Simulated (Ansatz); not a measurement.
# Preparing Al2O3 (R-3c) as a host crystal, part 3 of 3

Before any defect goes in: Al2O3 (R-3c) at rest, and how it screens a charge.

Ansatz 0.2.0; plane-wave PAW DFT, PBEsol; relaxation of the host's cell and atoms (the session's first sound run).

So far. Step 3 (Dielectric tensors of the host): The principal values of the electronic dielectric tensor are 3.26, 3.30 and 3.30. The principal values of the static dielectric tensor are 9.72, 9.72 and 11.81.

## 7. Defect free supercell relaxed from displaced atoms

This step: plane-wave PAW DFT, PBEsol; relaxation of the defect-free supercell from random displacements, a test of the host's stability (Ansatz 0.2.0).

pristine.rattled/input.yaml

```yaml
crystal:
  lattice:
    - [4.7738674274, 2.7561936443, 8.6765380597]
    - [-4.7738674274, 2.7561936443, 8.6765380597]
    - [0.0, -5.5123872885, 8.6765380597]
  atoms:
    - { symbol: Al, position: [0.323960443, 0.323960443, 0.323960443] }
    - { symbol: Al, position: [0.426039557, 0.426039557, 0.426039557] }
    - { symbol: Al, position: [0.073960443, 0.073960443, 0.073960443] }
    - { symbol: Al, position: [0.176039557, 0.176039557, 0.176039557] }
    - { symbol: O, position: [0.2220701173, 0.0279298827, 0.375] }
    - { symbol: O, position: [0.4720701173, 0.125, 0.2779298827] }
    - { symbol: O, position: [0.0279298827, 0.375, 0.2220701173] }
    - { symbol: O, position: [0.375, 0.2220701173, 0.0279298827] }
    - { symbol: O, position: [0.125, 0.2779298827, 0.4720701173] }
    - { symbol: O, position: [0.2779298827, 0.4720701173, 0.125] }
    - { symbol: Al, position: [0.323960443, 0.323960443, 0.823960443] }
    - { symbol: Al, position: [0.426039557, 0.426039557, 0.926039557] }
    - { symbol: Al, position: [0.073960443, 0.073960443, 0.573960443] }
    - { symbol: Al, position: [0.176039557, 0.176039557, 0.676039557] }
    - { symbol: O, position: [0.2220701173, 0.0279298827, 0.875] }
    - { symbol: O, position: [0.4720701173, 0.125, 0.7779298827] }
    - { symbol: O, position: [0.0279298827, 0.375, 0.7220701173] }
    - { symbol: O, position: [0.375, 0.2220701173, 0.5279298827] }
    - { symbol: O, position: [0.125, 0.2779298827, 0.9720701173] }
    - { symbol: O, position: [0.2779298827, 0.4720701173, 0.625] }
    - { symbol: Al, position: [0.323960443, 0.823960443, 0.323960443] }
    - { symbol: Al, position: [0.426039557, 0.926039557, 0.426039557] }
    - { symbol: Al, position: [0.073960443, 0.573960443, 0.073960443] }
    - { symbol: Al, position: [0.176039557, 0.676039557, 0.176039557] }
    - { symbol: O, position: [0.2220701173, 0.5279298827, 0.375] }
    - { symbol: O, position: [0.4720701173, 0.625, 0.2779298827] }
    - { symbol: O, position: [0.0279298827, 0.875, 0.2220701173] }
    - { symbol: O, position: [0.375, 0.7220701173, 0.0279298827] }
    - { symbol: O, position: [0.125, 0.7779298827, 0.4720701173] }
    - { symbol: O, position: [0.2779298827, 0.9720701173, 0.125] }
    - { symbol: Al, position: [0.323960443, 0.823960443, 0.823960443] }
    - { symbol: Al, position: [0.426039557, 0.926039557, 0.926039557] }
    - { symbol: Al, position: [0.073960443, 0.573960443, 0.573960443] }
    - { symbol: Al, position: [0.176039557, 0.676039557, 0.676039557] }
    - { symbol: O, position: [0.2220701173, 0.5279298827, 0.875] }
    - { symbol: O, position: [0.4720701173, 0.625, 0.7779298827] }
    - { symbol: O, position: [0.0279298827, 0.875, 0.7220701173] }
    - { symbol: O, position: [0.375, 0.7220701173, 0.5279298827] }
    - { symbol: O, position: [0.125, 0.7779298827, 0.9720701173] }
    - { symbol: O, position: [0.2779298827, 0.9720701173, 0.625] }
    - { symbol: Al, position: [0.823960443, 0.323960443, 0.323960443] }
    - { symbol: Al, position: [0.926039557, 0.426039557, 0.426039557] }
    - { symbol: Al, position: [0.573960443, 0.073960443, 0.073960443] }
    - { symbol: Al, position: [0.676039557, 0.176039557, 0.176039557] }
    - { symbol: O, position: [0.7220701173, 0.0279298827, 0.375] }
    - { symbol: O, position: [0.9720701173, 0.125, 0.2779298827] }
    - { symbol: O, position: [0.5279298827, 0.375, 0.2220701173] }
    - { symbol: O, position: [0.875, 0.2220701173, 0.0279298827] }
    - { symbol: O, position: [0.625, 0.2779298827, 0.4720701173] }
    - { symbol: O, position: [0.7779298827, 0.4720701173, 0.125] }
    - { symbol: Al, position: [0.823960443, 0.323960443, 0.823960443] }
    - { symbol: Al, position: [0.926039557, 0.426039557, 0.926039557] }
    - { symbol: Al, position: [0.573960443, 0.073960443, 0.573960443] }
    - { symbol: Al, position: [0.676039557, 0.176039557, 0.676039557] }
    - { symbol: O, position: [0.7220701173, 0.0279298827, 0.875] }
    - { symbol: O, position: [0.9720701173, 0.125, 0.7779298827] }
    - { symbol: O, position: [0.5279298827, 0.375, 0.7220701173] }
    - { symbol: O, position: [0.875, 0.2220701173, 0.5279298827] }
    - { symbol: O, position: [0.625, 0.2779298827, 0.9720701173] }
    - { symbol: O, position: [0.7779298827, 0.4720701173, 0.625] }
    - { symbol: Al, position: [0.823960443, 0.823960443, 0.323960443] }
    - { symbol: Al, position: [0.926039557, 0.926039557, 0.426039557] }
    - { symbol: Al, position: [0.573960443, 0.573960443, 0.073960443] }
    - { symbol: Al, position: [0.676039557, 0.676039557, 0.176039557] }
    - { symbol: O, position: [0.7220701173, 0.5279298827, 0.375] }
    - { symbol: O, position: [0.9720701173, 0.625, 0.2779298827] }
    - { symbol: O, position: [0.5279298827, 0.875, 0.2220701173] }
    - { symbol: O, position: [0.875, 0.7220701173, 0.0279298827] }
    - { symbol: O, position: [0.625, 0.7779298827, 0.4720701173] }
    - { symbol: O, position: [0.7779298827, 0.9720701173, 0.125] }
    - { symbol: Al, position: [0.823960443, 0.823960443, 0.823960443] }
    - { symbol: Al, position: [0.926039557, 0.926039557, 0.926039557] }
    - { symbol: Al, position: [0.573960443, 0.573960443, 0.573960443] }
    - { symbol: Al, position: [0.676039557, 0.676039557, 0.676039557] }
    - { symbol: O, position: [0.7220701173, 0.5279298827, 0.875] }
    - { symbol: O, position: [0.9720701173, 0.625, 0.7779298827] }
    - { symbol: O, position: [0.5279298827, 0.875, 0.7220701173] }
    - { symbol: O, position: [0.875, 0.7220701173, 0.5279298827] }
    - { symbol: O, position: [0.625, 0.7779298827, 0.9720701173] }
    - { symbol: O, position: [0.7779298827, 0.9720701173, 0.625] }
basis:
  ecutwfc: 420
  xc_grid: 2
hamiltonian:
  xc: pbesol
kpoints:
  mp_grid: { grid: [1, 1, 1], shift: [0.25, 0.25, 0.25] }
scf:
  occupations: { method: fermi_dirac, width: 0.01 }
  max_iter: 80
output:
  forces: true
relax:
  f_tol: 0.01
  max_steps: 120
  random_displacement: { amplitude: 0.08, seed: 3719 }
checkpoint:
  write: "../pristine.rattled.run"
  compress: false
  write_wavefunctions: false
  write_every: 100000
```

The run is started by

```bash
$ ansatz run input.yaml --threads 8 --pin off --max-ram 22609MiB --backend cpu --events-out ev --progress --plain --runs-dir out
```

Numbers of over 12 decimals in the logs are rounded to 6 here.

Output:

```text
[...]
Crystal: 80 atoms, lattice volume = 684.980 Å³
Basis set: ecut = 420 eV, 13367 PW (Γ), exchange–correlation on 144×144×144 points (8 copies of the dense FFT grid, shifted against one another)
Bands: 272, of which v1, the nominal top of the filled ones, is band 192 counted from 1 (191 counted from 0)
Symmetry: 1 space group operations
k-points: 1
[...]
SCF iter   1: F=—  HF=-43826.032144 eV  |F-HF|=—  |Δ(HF+E_count)|=         —  Δρ=1.56e-2  dr2=1.25e0  ethr=1.77e-3  ⟨swp⟩=7.0  Hψ=1324  notcnv=0  defer=34
[...]
SCF iter   6: F=-43825.647008 eV  HF=-43825.647008 eV  |F-HF|=4.80e-7  |Δ(HF+E_count)|=   1.16e-5  Δρ=1.86e-5  dr2=1.54e-6  ethr=6.51e-10  ⟨swp⟩=4.0  Hψ=803  notcnv=0
SCF 1 converged in 6 iterations: F = -43825.647008 eV  dr2 = 1.54e-6
[...]
relax step   1: F+E_penalty+E_count = -43825.64700772 eV  Δ(F+E_penalty+E_count) = +0.000e0 eV  max|allowed force component| = 2.948e0 eV/Å  Δτ_max = 0.0000 Å  (6 SCF iters, dr2 threshold 2.50e-6 eV, accepted)
[...]
relax step   2: F+E_penalty+E_count = -43828.57531196 eV  Δ(F+E_penalty+E_count) = -2.928e0 eV  max|allowed force component| = 1.774e0 eV/Å  Δτ_max = 0.0678 Å  (6 SCF iters, dr2 threshold 1.00e-4 eV, accepted)
relax step   3: F+E_penalty+E_count = -43830.46672994 eV  Δ(F+E_penalty+E_count) = -1.891e0 eV  max|allowed force component| = 2.030e-2 eV/Å  Δτ_max = 0.0871 Å  (6 SCF iters, dr2 threshold 1.00e-4 eV, accepted)
relax step   4: F+E_penalty+E_count = -43830.46673542 eV  Δ(F+E_penalty+E_count) = -5.473e-6 eV  max|allowed force component| = 2.050e-2 eV/Å  Δτ_max = 0.0000 Å  (4 SCF iters, accepted)
SCF iter   1: F=—  HF=-43830.466789 eV  |F-HF|=—  |Δ(HF+E_count)|=         —  Δρ=2.04e-4  dr2=2.40e-4  ethr=1.09e-6  ⟨swp⟩=2.0  Hψ=519  notcnv=0  defer=73
[...]
SCF iter   5: F=-43830.467269 eV  HF=-43830.467269 eV  |F-HF|=1.22e-8  |Δ(HF+E_count)|=   2.61e-8  Δρ=1.98e-6  dr2=2.09e-8  ethr=2.60e-11  ⟨swp⟩=4.0  Hψ=738  notcnv=0
SCF 5 converged in 5 iterations: F = -43830.467269 eV  dr2 = 2.09e-8
relax step   5: F+E_penalty+E_count = -43830.46726903 eV  Δ(F+E_penalty+E_count) = -5.336e-4 eV  max|allowed force component| = 6.220e-4 eV/Å  Δτ_max = 0.0025 Å  (5 SCF iters, accepted)
SCF converged after 5 iterations
Free energy (F): -43830.467269 eV
[...]
Internal energy: -43830.467269 eV  (E = F + TS)
E sigma→0 (E₀):  -43830.467269 eV
Fermi energy:    10.686555 eV
[...]
--- Forces (eV/Å), atoms counted from 1 ---
  atom   1  Al     0.00034224    -0.00003110     0.00015030
  atom   2  Al    -0.00015020    -0.00034263    -0.00061729
  atom   3  Al    -0.00005649     0.00015046     0.00062184
  atom   4  Al    -0.00007987    -0.00009208     0.00014192
  atom   5  O     -0.00016402     0.00007388    -0.00046816
  atom   6  O      0.00002247     0.00006707    -0.00006797
  atom   7  O     -0.00001765     0.00013628    -0.00001954
  atom   8  O     -0.00003294     0.00013209     0.00001093
  atom   9  O     -0.00013533    -0.00001099    -0.00014351
  atom  10  O      0.00011846    -0.00008821    -0.00025723
  atom  11  Al    -0.00028159    -0.00003978     0.00058096
  atom  12  Al     0.00000801     0.00022661     0.00032584
  atom  13  Al    -0.00018873     0.00011177     0.00054472
  atom  14  Al     0.00012157    -0.00007220    -0.00019399
  atom  15  O     -0.00017044    -0.00007107     0.00019679
  atom  16  O     -0.00021661    -0.00019636     0.00015081
  atom  17  O     -0.00009629     0.00020451     0.00008281
  atom  18  O      0.00006125    -0.00015576     0.00012341
  atom  19  O      0.00003425    -0.00001015     0.00010468
  atom  20  O      0.00017767    -0.00013746     0.00010305
  atom  21  Al    -0.00003450     0.00026770     0.00047247
  atom  22  Al     0.00002002     0.00014305    -0.00008603
  atom  23  Al    -0.00003275     0.00026884     0.00029104
  atom  24  Al    -0.00003522    -0.00005807    -0.00014456
  atom  25  O      0.00003928     0.00006890     0.00010313
  atom  26  O     -0.00023007    -0.00026132    -0.00008737
  atom  27  O      0.00016042     0.00000901     0.00003589
  atom  28  O      0.00004897    -0.00000256     0.00000364
  atom  29  O      0.00033576     0.00000898    -0.00008842
  atom  30  O      0.00005925     0.00017652    -0.00013173
  atom  31  Al     0.00005303    -0.00004479     0.00008428
  atom  32  Al    -0.00014229     0.00036280    -0.00042515
  atom  33  Al     0.00010721    -0.00042720     0.00018140
  atom  34  Al     0.00028013     0.00008797    -0.00017878
  atom  35  O     -0.00024640     0.00020633    -0.00000306
  atom  36  O     -0.00001202    -0.00003675    -0.00001205
  atom  37  O      0.00013763    -0.00002247    -0.00031397
  atom  38  O      0.00032651    -0.00003225    -0.00034242
  atom  39  O     -0.00016541     0.00032051    -0.00019440
  atom  40  O      0.00004838     0.00011726    -0.00011493
[...]
atom  69  O      0.00024656     0.00012635    -0.00004014
  atom  70  O     -0.00012104     0.00006006    -0.00005730
  atom  71  Al     0.00008243     0.00012531     0.00043870
  atom  72  Al     0.00002696    -0.00005324    -0.00030366
  atom  73  Al    -0.00024824    -0.00001715     0.00050917
  atom  74  Al    -0.00025641     0.00000293    -0.00053780
  atom  75  O      0.00021551    -0.00020826     0.00015857
  atom  76  O     -0.00005953    -0.00005100    -0.00017323
  atom  77  O     -0.00001481    -0.00008025     0.00011324
  atom  78  O      0.00009829    -0.00006430     0.00000611
  atom  79  O      0.00008866    -0.00031156    -0.00005485
  atom  80  O     -0.00015880     0.00026800    -0.00013738
  max |Σ_I F_I| component: 1.19e-5 eV/Å
--- Relaxed structure (5 steps of the walk, 5 accepted, 0 SCFs on fresh bases) ---
  F+E_penalty+E_count = -43830.46726903 eV   max|allowed force component| = 6.220e-4 eV/Å
  atoms:
    - { symbol: Al, position: [0.323838, 0.324968, 0.323312] }
    - { symbol: Al, position: [0.425937, 0.427056, 0.425399] }
    - { symbol: Al, position: [0.073835, 0.074963, 0.073310] }
    - { symbol: Al, position: [0.175929, 0.177051, 0.175401] }
    - { symbol: O, position: [0.221916, 0.028981, 0.374358] }
    - { symbol: O, position: [0.471914, 0.126011, 0.277329] }
    - { symbol: O, position: [0.027854, 0.376007, 0.221388] }
    - { symbol: O, position: [0.374883, 0.223037, 0.027328] }
    - { symbol: O, position: [0.124886, 0.278981, 0.471388] }
    - { symbol: O, position: [0.277854, 0.473041, 0.124358] }
    - { symbol: Al, position: [0.323840, 0.324960, 0.823307] }
    - { symbol: Al, position: [0.425923, 0.427053, 0.925404] }
    - { symbol: Al, position: [0.073842, 0.074962, 0.573313] }
    - { symbol: Al, position: [0.175929, 0.177058, 0.675402] }
    - { symbol: O, position: [0.221916, 0.028977, 0.874357] }
    - { symbol: O, position: [0.471917, 0.126007, 0.777324] }
    - { symbol: O, position: [0.027854, 0.376013, 0.721386] }
    - { symbol: O, position: [0.374885, 0.223043, 0.527325] }
    - { symbol: O, position: [0.124885, 0.278978, 0.971384] }
    - { symbol: O, position: [0.277855, 0.473044, 0.624352] }
    - { symbol: Al, position: [0.323836, 0.824963, 0.323316] }
    - { symbol: Al, position: [0.425929, 0.927057, 0.425404] }
    - { symbol: Al, position: [0.073836, 0.574962, 0.073317] }
    - { symbol: Al, position: [0.175931, 0.677055, 0.175400] }
    - { symbol: O, position: [0.221916, 0.528983, 0.374354] }
    - { symbol: O, position: [0.471919, 0.626011, 0.277325] }
    - { symbol: O, position: [0.027852, 0.876010, 0.221386] }
    - { symbol: O, position: [0.374887, 0.723039, 0.027328] }
    - { symbol: O, position: [0.124880, 0.778986, 0.471388] }
    - { symbol: O, position: [0.277852, 0.973038, 0.124361] }
    - { symbol: Al, position: [0.323841, 0.824963, 0.823311] }
    - { symbol: Al, position: [0.425929, 0.927052, 0.925408] }
    - { symbol: Al, position: [0.073842, 0.574969, 0.573305] }
    - { symbol: Al, position: [0.175926, 0.677057, 0.675407] }
    - { symbol: O, position: [0.221912, 0.528975, 0.874362] }
    - { symbol: O, position: [0.471913, 0.626008, 0.777328] }
    - { symbol: O, position: [0.027855, 0.876012, 0.721391] }
    - { symbol: O, position: [0.374881, 0.723044, 0.527330] }
    - { symbol: O, position: [0.124885, 0.778977, 0.971391] }
    - { symbol: O, position: [0.277854, 0.973041, 0.624359] }
    - { symbol: Al, position: [0.823841, 0.324968, 0.323304] }
    - { symbol: Al, position: [0.925929, 0.427050, 0.425406] }
    - { symbol: Al, position: [0.573837, 0.074966, 0.073310] }
    - { symbol: Al, position: [0.675928, 0.177054, 0.175404] }
    - { symbol: O, position: [0.721917, 0.028978, 0.374359] }
    - { symbol: O, position: [0.971913, 0.126013, 0.277324] }
    - { symbol: O, position: [0.527858, 0.376009, 0.221388] }
    - { symbol: O, position: [0.874881, 0.223043, 0.027325] }
    - { symbol: O, position: [0.624890, 0.278978, 0.471386] }
    - { symbol: O, position: [0.777856, 0.473044, 0.124351] }
    - { symbol: Al, position: [0.823835, 0.324964, 0.823317] }
    - { symbol: Al, position: [0.925933, 0.427060, 0.925395] }
    - { symbol: Al, position: [0.573838, 0.074962, 0.573314] }
    - { symbol: Al, position: [0.675934, 0.177056, 0.675397] }
    - { symbol: O, position: [0.721917, 0.028984, 0.874355] }
    - { symbol: O, position: [0.971917, 0.126011, 0.777330] }
    - { symbol: O, position: [0.527850, 0.376009, 0.721388] }
    - { symbol: O, position: [0.874889, 0.223041, 0.527326] }
    - { symbol: O, position: [0.624879, 0.278978, 0.971391] }
    - { symbol: O, position: [0.777853, 0.473040, 0.624358] }
    - { symbol: Al, position: [0.823840, 0.824963, 0.323310] }
    - { symbol: Al, position: [0.925926, 0.927058, 0.425403] }
    - { symbol: Al, position: [0.573844, 0.574964, 0.073308] }
    - { symbol: Al, position: [0.675927, 0.677059, 0.175404] }
    - { symbol: O, position: [0.721913, 0.528979, 0.374358] }
    - { symbol: O, position: [0.971912, 0.626008, 0.277327] }
    - { symbol: O, position: [0.527854, 0.876012, 0.221388] }
    - { symbol: O, position: [0.874883, 0.723042, 0.027328] }
    - { symbol: O, position: [0.624883, 0.778981, 0.471388] }
    - { symbol: O, position: [0.777855, 0.973040, 0.124358] }
    - { symbol: Al, position: [0.823837, 0.824967, 0.823314] }
    - { symbol: Al, position: [0.925931, 0.927057, 0.925404] }
    - { symbol: Al, position: [0.573838, 0.574963, 0.573313] }
    - { symbol: Al, position: [0.675932, 0.677055, 0.675400] }
    - { symbol: O, position: [0.721914, 0.528983, 0.874353] }
    - { symbol: O, position: [0.971916, 0.626014, 0.777325] }
    - { symbol: O, position: [0.527856, 0.876008, 0.721387] }
    - { symbol: O, position: [0.874886, 0.723041, 0.527325] }
    - { symbol: O, position: [0.624885, 0.778984, 0.971385] }
    - { symbol: O, position: [0.777856, 0.973039, 0.624359] }
```

Wall time 22 s (8 threads of Arm Neoverse V2, shared host); peak memory 1.3 GiB.

Relaxation path:

| step | energy less that of the first step (eV) | largest force component (eV/Å) |
| --- | --- | --- |
| 1 | 0.0000 | 2.9480 |
| 2 | -2.9283 | 1.7742 |
| 3 | -4.8197 | 0.0203 |
| 4 | -4.8197 | 0.0205 |
| 5 | -4.8203 | 0.0006 |

The relaxation ends 60 meV an atom lower than the displaced start, with a largest force component of 6.2e-4 eV/Å.

## 8. Outcome

* primitive cell vectors, lengths: 5.140, 5.140, 5.140 Å
* electronic dielectric constant: principal values (3.26, 3.30, 3.30)
* static dielectric constant: principal values (9.72, 9.72, 11.81)
* gap on the k-mesh of the response run (PBEsol): 6.03 eV
* supercell relaxed in its symmetry less the displaced and relaxed one: 0.000 eV
* energy an atom at one point at (¼, ¼, ¼) less that on the dense mesh: 0.004 eV

What this shows: Step 7: The energy fell by 4.820 eV from the randomly displaced start; the atoms end within 0.005 Å of the sites as typed, once the mean shift is taken out. The displaced cell ends within 0.01 eV of the symmetric one relaxed in its symmetry, so no lower structure shows in this supercell. The k-mesh can miss the band edges, so this gap is an upper bound at this level. All at zero temperature.

[Logs are printed without paths, hosts, clocks, repeated set-up lines and the standing remarks that a program may print on its own settings, such as how far it seeks lower states.]

[Hosts, paths, dates, database ids (printed as entryN), source tags and the programs' standing remarks are cut or masked in the printed files.]

[Runs of the host that timed out are not shown.]

[For some hosts the program warned that the k-mesh of the response run may be too coarse for force constants and the static dielectric constant; such warnings are not always shown.]
